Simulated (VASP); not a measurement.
A run of VASP 6.6.1:

File POSCAR:

```
C
1.0
    0.0000000000      1.7833700000      1.7833700000
    1.7833700000      0.0000000000      1.7833700000
    1.7833700000      1.7833700000      0.0000000000
C
2
Direct
    0.7500000000      0.7500000000      0.7500000000
    0.5000000000      0.5000000000      0.5000000000
```

File INCAR.step1:

```
PREC = Accurate
ENCUT = 600
EDIFF = 1E-8
ISMEAR = -1
SIGMA = 0.05
LREAL = F
LASPH = T
NELM = 100
ALGO = Normal
ISIF = 3
LWAVE = F
LCHARG = F
GGA = PE
IBRION = 2
NSW = 40
EDIFFG = -0.002
```

Contents of INCAR.step2:

```
PREC = Accurate
ENCUT = 600
EDIFF = 1E-8
ISMEAR = -1
SIGMA = 0.05
LREAL = F
LASPH = T
NELM = 100
ALGO = Normal
ISIF = 3
LWAVE = F
LCHARG = F
GGA = PE
IBRION = 6
NFREE = 2
POTIM = 0.015
NSW = 1
```

KPOINTS

```
regular mesh
0
Gamma
  10 10 10
```

Potentials or basis: VASP PAW PBE potentials, release 64 (C).

The run is started by

```bash
$ cat potpaw_PBE.64/C/POTCAR > POTCAR
$ cp INCAR.step1 INCAR
$ mpirun -np 1 vasp_std > vasp.out
$ cp CONTCAR POSCAR
$ cp INCAR.step2 INCAR
$ mpirun -np 1 vasp_std > vasp.out
```

Hardware: 1 thread of Intel(R) Xeon(R) 6975P-C (Granite Rapids) (shared host).

**Question.** Estimate the wall time of this run.

**Answer.** It took 95 s on 1 thread of Intel(R) Xeon(R) 6975P-C (Granite Rapids) (shared host), peak memory 0.16 GiB. Counts: scf iterations 120, k points 47, ion steps 3.
